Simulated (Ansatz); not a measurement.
## NaF (Fm-3m): G0W0 and the starting functional

```yaml
crystal:
  lattice:
    - [0.00000, 2.28000, 2.28000]
    - [2.28000, 0.00000, 2.28000]
    - [2.28000, 2.28000, 0.00000]
  atoms:
    - { symbol: Na, position: [0.00000, 0.00000, 0.00000] }
    - { symbol: F, position: [0.50000, 0.50000, 0.50000] }
```

Held fixed (Ansatz):

```
datasets        : soft PAW set, first generation
k mesh          : 4×4×4
empty bands     : 153
response cutoff : 200 eV
frequencies     : contour deformation
q → 0 term      : analytic weight of Carrier, Rohra and Görling
band sums       : cut at the band count
```

The gap is read direct at Γ, linearised, between the Kohn-Sham band edges among the points solved. ε∞ is the electronic dielectric constant on this mesh. Wave cutoffs: 420, 500 eV in the order of the table.

Task: The orbitals come from PBE, r²SCAN in turn. Does G0W0 narrow the spread of the gaps between these starts?

Result: The Kohn-Sham gaps spread over 0.83 eV and the G0W0 gaps over 0.44 eV, so the dependence on the start shrinks but stays.

| orbitals | KS gap (eV) | G0W0 gap (eV) | ε∞ |
| --- | --- | --- | --- |
| PBE | 6.58 | 10.93 | 1.8 |
| r²SCAN | 7.42 | 11.37 | 1.7 |

Soft PAW datasets can miss an all-electron G0W0 gap by more than 5 %. The cell is a model at fixed atoms and needn't be the relaxed known crystal. The PAW or pseudopotential files were made with PBE. The mesh is coarse, so these are values at the stated settings, not converged ones. Band sums or response are cut, so the gap isn't at its basis limit. With r²SCAN or HSE06 the Kohn-Sham levels are generalised ones.
